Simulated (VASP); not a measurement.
Set up this calculation in VASP 6.6.1, as the native input.

```
Task                   : relaxation of cell and atoms
Functional             : PBE
Potentials or basis    : VASP PAW PBE potentials, release 64 (Si, Mo_sv)
Cutoff                 : 520 eV
k mesh                 : 10 × 10 × 6
Occupations            : gaussian, width 0.1 eV
Spin                   : no spin polarisation
Further INCAR settings : ALGO = Normal; EDIFF = 1e-06; IBRION = 2; EDIFFG = -0.01; NSW = 90; ISIF = 3
```

The structure of SiMo3 lies in POSCAR:

```
SiMo3
1.0
    3.2710000000      0.0000000000      0.0000000000
    0.0000000000      3.2710000000      0.0000000000
    0.0000000000      0.0000000000      5.6340000000
Si Mo
1 3
Direct
    0.0000000000      0.0000000000      0.0000000000
    0.5000000000      0.5000000000      0.2341143100
    0.5000000000      0.5000000000      0.7658856900
    0.0000000000      0.0000000000      0.5000000000
```

The cell was built by a generator and needn't be a form met in nature.

These files were run (other wordings do the same):

INCAR

```
PREC = Accurate
ENCUT = 520
EDIFF = 1E-6
ISMEAR = 0
SIGMA = 0.1
LREAL = False
LASPH = True
NELM = 120
ALGO = Normal
ISIF = 3
LWAVE = False
LCHARG = False
GGA = PE
IBRION = 2
NSW = 90
EDIFFG = -0.01
KPAR = 4
```

KPOINTS

```
Automatic mesh
0
Gamma
  10 10 6
```

Potentials or basis: VASP PAW PBE potentials, release 64 (Si, Mo_sv).

Run with:

```console
$ cat potpaw_PBE.64/Si/POTCAR potpaw_PBE.64/Mo_sv/POTCAR > POTCAR
$ mpirun -np 4 vasp_std > vasp.out
```

It gave:

The relaxed volume is 15.06 Å³/atom. The relaxed cell is a = 3.251 Å, b = 3.251 Å, c = 5.697 Å, α = 90.00°, β = 90.00°, γ = 90.00°, the space group after relaxing (to 0.05 Å) is P4/mmm (No. 123) and the energy gained by relaxing is 1.7 meV/atom. The ionic steps are 9. The pressure after relaxing is 0.0 GPa and the band gap on the k mesh is none (metal or under the smearing width).

Wall time 84 s on 4 MPI ranks on AMD EPYC 9R45 96-Core Processor (Zen 5), with other jobs on the host, peak memory 0.24 GiB a rank.
